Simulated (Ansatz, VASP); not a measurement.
One calculation of BP, two programs

```
CELL_PARAMETERS angstrom
0.00000 2.26900 2.26900
2.26900 0.00000 2.26900
2.26900 2.26900 0.00000
ATOMIC_POSITIONS crystal
B 0.00000 0.00000 0.00000
P 0.25000 0.25000 0.25000
```

Alike in both runs: task relaxation of cell and atoms; functional PBE; k mesh 10 × 10 × 10; occupations fermi-dirac, width 0.02 eV; no spin polarisation.

```csv
,VASP,Ansatz
version,VASP 6.6.1,Ansatz 0.2.0
potentials or method,"VASP PAW PBE potentials, release 64 (B, P)",PAW plane waves
plane-wave cutoff (eV),600,420
valence electrons in the cell,8,8
```

VASP gave:

```
gap on the k mesh at the Fermi level, each at its own relaxed structure (eV) : 1.25
relaxed volume (Å³/atom)                                                     : 11.75
relaxed cell length with the largest relative difference (Å)                 : 3.215
```

Q: Which values does Ansatz return?

A: gap on the k mesh at the Fermi level, each at its own relaxed structure (eV): 1.25; relaxed volume (Å³/atom): 11.76; relaxed cell length with the largest relative difference (Å): 3.216.

A k mesh can miss the band edges. PBE gaps usually lie below the measured ones, often by a third to a half. Zero-point motion and thermal expansion aren't in these numbers.
